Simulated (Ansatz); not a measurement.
Stackings of close-packed layers of ZnS (tetrahedral net, letters for double layers), each relaxed to a stress under 0.05 GPa; h and k mark layers whose two neighbours have the same or different letters; energies count from the stacking AB (P6_3mc).

Level of theory: DFT PBE, scalar-relativistic, plane waves, PAW in Ansatz.

Cutoff 420 eV, Gaussian smearing of 0.02 eV, energies at zero smearing, symmetry of each start kept, no spin polarisation.

```json
{"start": "ABC (kkk)", "atoms": "6", "k mesh": "12×12×4", "excess energy (meV/atom)": "-2.9", "spacing of like layers (Å)": "3.143", "a (Å)": "3.849", "gap on the mesh (eV)": "2.01"}
{"start": "ABCB (hkhk)", "atoms": "8", "k mesh": "12×12×3", "excess energy (meV/atom)": "-1.5", "spacing of like layers (Å)": "3.147", "a (Å)": "3.847", "gap on the mesh (eV)": "2.05"}
{"start": "ABCACB (hkkhkk)", "atoms": "12", "k mesh": "12×12×2", "excess energy (meV/atom)": "-2.0", "spacing of like layers (Å)": "3.146", "a (Å)": "3.848", "gap on the mesh (eV)": "2.04"}
{"start": "ABCAB (hkkkh)", "atoms": "10", "k mesh": "12×12×3", "excess energy (meV/atom)": "-1.7", "spacing of like layers (Å)": "3.146", "a (Å)": "3.848", "gap on the mesh (eV)": "2.04"}
```

An odd mesh misses points on the zone edge, so a gap read on it can be too wide.